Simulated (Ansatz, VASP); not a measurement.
## One calculation of MgSiN, two programs

```
Mg Si N
1.0
     4.31124    0.00000    0.00000
    -2.15562    3.73364    0.00000
     0.00000    0.00000    2.75244
Mg Si N
1 1 1
Direct
  0.00000 0.00000 0.00000
  0.33333 0.66667 0.00000
  0.66667 0.33333 0.50000
```

Change from the starting cell: species swapped into the ErHSe type (P-6m2, No. 187).

Alike in both runs: functional PBE; k mesh 6 × 6 × 6; occupations gaussian, width 0.1 eV; no spin polarisation.

Ansatz relaxed the structure, and its values are those at the end. VASP's run is a single point on that final structure, the one shown.

|  | VASP | Ansatz |
| --- | --- | --- |
| version | VASP 6.6.1 | Ansatz 0.2.0 |
| potentials or method | VASP PAW PBE potentials, release 64 (Mg, Si, N) | scalar-relativistic, plane waves, PAW |
| plane-wave cutoff (eV) | 520 | 420 |
| valence electrons in the cell | 11 | 19 |

|  | VASP | Ansatz | Ansatz less VASP |
| --- | --- | --- | --- |
| gap on the k mesh at the Fermi level (eV) | none | none | - |
| pressure (GPa) | -0.3 | -0.3 | +0.07 |

A gap of «none» marks a metal or a gap that the smearing closes. The two sets of potentials don't hold the same shells in valence.

Caveats: the k mesh is coarse (spacing up to 0.38 Å⁻¹), so the values aren't converged.
